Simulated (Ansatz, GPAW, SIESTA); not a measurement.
# One calculation of Sb, 3 ways

```xyz
2
Lattice="2.1542 1.2437 3.7580 -2.1542 1.2437 3.7580 0.0000 -2.4875 3.7580" Properties=species:S:1:pos:R:3 pbc="T T T"
Sb    0.0000    0.0000    8.6416
Sb    0.0000    0.0000    2.6324
```

Alike in all runs: task band structure; functional BLYP; k mesh 8 × 8 × 8; occupations fermi-dirac, width 0.05 eV; no spin polarisation; no spin-orbit coupling. Pressure is positive in compression and, in plane waves, holds the error of the finite cutoff.

```
                                                                                   program and potentials  plane-wave cutoff (eV)                                  notes  pressure (GPa)  largest force (eV/Å)
SIESTA, files PseudoDojo sr-pbe-0.4.1-standard, DZP (energy shift 0.003 Ry; two zetas on semicore shells)                       -  atomic basis; potentials made for PBE            7.86                 0.356
                                                           Ansatz, all-electron LAPW, scalar-relativistic                       -                                      -            6.86                 0.134
                                                        GPAW, PAW data sets generated for this functional                     600                                      -            6.49                 0.110
```

Force on atom 1 (Sb), eV/Å:

```csv
program and potentials,x,y,z
"SIESTA, files PseudoDojo sr-pbe-0.4.1-standard, DZP (energy shift 0.003 Ry; two zetas on semicore shells)",0.000,0.000,-0.356
"Ansatz, all-electron LAPW, scalar-relativistic",0.000,0.000,-0.134
"GPAW, PAW data sets generated for this functional",0.000,0.000,-0.110
```

The pressure spans 6.49 (GPAW, PAW data sets generated for this functional) to 7.86 GPa (SIESTA, files PseudoDojo sr-pbe-0.4.1-standard, DZP (energy shift 0.003 Ry; two zetas on semicore shells)), with all-electron results at 6.86. Rows in atomic bases carry the error of their basis and grid, which can be large.

Differences between rows come from potentials, basis sets and numerical settings, since the functional is the same but for its coding. Runs on potential files found faulty are left out.
